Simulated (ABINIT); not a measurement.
Here is an ABINIT 10.8.3 (patched build) calculation.

File run.abi:

```
pp_dirpath "./"
pseudos "Mg.upf, B.upf"

acell 3*1.0 Angstrom
rprim
     3.0850000000     0.0000000000     0.0000000000
    -1.5425000000     2.6716883707     0.0000000000
     0.0000000000     0.0000000000     3.5230000000
ntypat 2
znucl 12 5
natom 3
typat 1 2 2
xred
     0.0000000000     0.0000000000     0.0000000000
     0.6666666667     0.3333333333     0.5000000000
     0.3333333333     0.6666666667     0.5000000000

ecut 1088.455450 eV

kptopt 1
ngkpt 8 8 6
nshiftk 1
shiftk 0.0 0.0 0.0

ixc 11

nband 12
occopt 3
tsmear 0.05 eV

nstep 100
tolvrs 1.0e-10

iomode 3
prtwf 0
prtden 0
prteig 0
prtebands 0
enunit 1
```

Potentials or basis: PseudoDojo NC SR PBE v0.4.1 standard.

Launch:

```sh
$ mpirun --bind-to none -np 4 abinit run.abi > log 2>&1
```

Question: Estimate the pressure.

Answer: -1.0 GPa.

Question: What does it give for the band gap on the k mesh?

Answer: None (metal or under the smearing width).

Stress tensor (GPa, compression positive):
```
-0.91  0.00  0.00
 0.00 -0.91  0.00
 0.00  0.00 -1.30
```
